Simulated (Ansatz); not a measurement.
A surface is cut from this relaxed crystal of CuO:

Space group Cccm (No. 66). a = 4.161 Å, b = 4.179 Å, c = 5.151 Å, α = 90.00°, β = 90.00°, γ = 90.00°
| atom | site | symmetry | x | y | z |
| --- | --- | --- | --- | --- | --- |
| Cu | 4f | ..2/m | 0.7500 | 0.2500 | 0.0000 |
| O | 4b | 222 | 0.5000 | 0.0000 | 0.2500 |

Miller indices refer to the conventional cell of Cccm (No. 66), a = 4.161 Å, b = 4.179 Å, c = 5.151 Å, α = 90.00°, β = 90.00°, γ = 90.00°.

The (001) slab of 11 planes, 12.9 Å thick with 15 Å of vacuum as cut; outer planes O (top) and O (bottom).

The calculation used Ansatz, DFT PBE, scalar-relativistic, plane waves, PAW. Settings: cutoff 420 eV, Γ-centred mesh 12×12×1 on the computed 11-atom cell, Gaussian smearing of 0.10 eV; no spin polarisation. A dipole correction removes the field between periodic images along c.

The slab isn't stoichiometric (Cu5O6), so its surface energy depends on the chemical potentials; it is given with the excess atoms taken from the element's standard state, a limit at which the compound may itself be unstable, so the figure can be too low.

With the atoms at the bulk's places:

- Surface energy with the excess atoms taken from the elements: 1.92 J/m²
- Work function: 8.47 eV

Q: What changes when all atoms relax within this surface cell and its symmetry?

A: The energy falls by 0.398 J/m² a face, and the largest move is 0.19 Å.

```
Surface energy with the excess atoms taken from the elements : 1.53 J/m²
Work function                                                : 8.25 eV
```

| plane (bottom to top) | atoms | spacing to next, bulk (Å) | relaxed (Å) | change (%) |
| --- | --- | --- | --- | --- |
| 1 | O | 1.288 | 1.110 | -13.8 |
| 2 | Cu | 1.288 | 1.288 | 0.0 |
| 3 | O | 1.288 | 1.282 | -0.5 |
| 4 | Cu | 1.288 | 1.285 | -0.2 |
| 5 | O | 1.288 | 1.289 | +0.1 |
| 6 | Cu | 1.288 | 1.289 | +0.1 |
| 7 | O | 1.288 | 1.285 | -0.2 |
| 8 | Cu | 1.288 | 1.282 | -0.5 |
| 9 | O | 1.288 | 1.288 | 0.0 |
| 10 | Cu | 1.288 | 1.110 | -13.8 |
| 11 | O |  |  |  |

Spin polarisation was left out, and a magnetic state may lie lower.

The reference crystal is a form of CuO, which isn't its usual structure.